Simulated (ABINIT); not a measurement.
A run of ABINIT 10.8.3 (patched build):

Contents of run.abi:

```
# Datasets: ground state, then fixed potential
ndtset 2

# Pseudopotentials
pp_dirpath "./"
pseudos "As.GGA_PBE-JTH_sp.xml, B.GGA_PBE-JTH.xml"

# Structure
acell 3*1.0
rprim
     0.0000000000     4.5136108487     4.5136108487
     4.5136108487     0.0000000000     4.5136108487
     4.5136108487     4.5136108487     0.0000000000
ntypat 2
znucl 33 5
natom 2
typat 1 2
xred
     0.7500000000     0.7500000000     0.7500000000
     0.0000000000     0.0000000000     0.0000000000

# Plane-wave basis
ecut 15.0
pawecutdg 30.0

# Exchange and correlation
ixc -144130

# Bands and occupations
occopt 3
tsmear 0.05 eV

# SCF cycle
nstep 100

# Output
iomode 3
prtwf 0
prteig 0
prtebands 0
prtden1 1

# Dataset 1
kptopt1 1
ngkpt1 10 10 10
nshiftk1 1
shiftk1 0.0 0.0 0.0
nband1 8
tolvrs1 1.0e-9

# Dataset 2: bands along G-X-W-K-G-L-U-W-L-K
iscf2 -2
getden2 1
nband2 12
nbdbuf2 2
tolwfr2 1.0e-12
kptopt2 -9
ndivsm2 5
prteig2 1
prtvol2 -3
kptbounds2
     0.0000000000     0.0000000000     0.0000000000
     0.5000000000     0.0000000000     0.5000000000
     0.5000000000     0.2500000000     0.7500000000
     0.3750000000     0.3750000000     0.7500000000
     0.0000000000     0.0000000000     0.0000000000
     0.5000000000     0.5000000000     0.5000000000
     0.6250000000     0.2500000000     0.6250000000
     0.5000000000     0.2500000000     0.7500000000
     0.5000000000     0.5000000000     0.5000000000
     0.3750000000     0.3750000000     0.7500000000
```

Potentials or basis: JTH PAW PBE v2.0 sp.

Run with:

```console
$ abinit run.abi > log 2>&1
```

Hardware: 1 thread of Arm Neoverse V1, with other jobs on the host.

Task: Estimate the wall time of this run.

Result: It took 17 s on 1 thread of Arm Neoverse V1, on a shared host, peak memory 0.11 GiB. Counts: scf iterations 10, k points 47, bands 8, plane waves 532.
